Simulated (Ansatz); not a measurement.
Crystal: Zn.

```
CELL_PARAMETERS angstrom
-1.56904 1.56904 1.56904
1.56904 -1.56904 1.56904
1.56904 1.56904 -1.56904
ATOMIC_POSITIONS crystal
Zn 0.00000 0.00000 0.00000
```

This isn't the form of Zn at room conditions, which is hcp.

- Program: Ansatz 0.2.0
- Task: relaxation of cell and atoms
- Functional: PBEsol
- Potentials or basis: Ansatz PAW
- Cutoff: 420 eV (not typed: the program's choice for these potentials)
- k mesh: 12 × 12 × 12
- Occupations: fermi-dirac, width 0.05 eV
- Spin: no spin polarisation

At the start: volume 15.45 Å³/atom.

Problem. Where does the relaxation end?

Solution. It ends after 5 steps and the volume is 14.27 Å³/atom (-7.7 %); space group Im-3m (No. 229, to 0.05 Å).

The path:
| step | energy change (eV) | largest force (eV/Å) | volume (Å³) |
| --- | --- | --- | --- |
| 1 | 0.0000 | 0.0000 | 15.45 |
| 2 | -0.0194 | 0.0000 | 14.62 |
| 3 | -0.0217 | 0.0000 | 14.18 |
| 4 | -0.0217 | 0.0000 | 14.27 |
| 5 | -0.0211 | 0.0000 | 14.27 |

Final structure:
```
Zn
1.0
    -1.52784    1.52784    1.52784
     1.52784   -1.52784    1.52784
     1.52784    1.52784   -1.52784
Zn
1
Cartesian
  0.0000 0.0000 0.0000
```

Caveat: the plane-wave basis is chosen anew once the cell has moved, so the energies of steps on either side of that aren't comparable; the PAW data sets come from PBE, with cores solved anew for the run's functional, which leaves a small shift of forces and pressure.
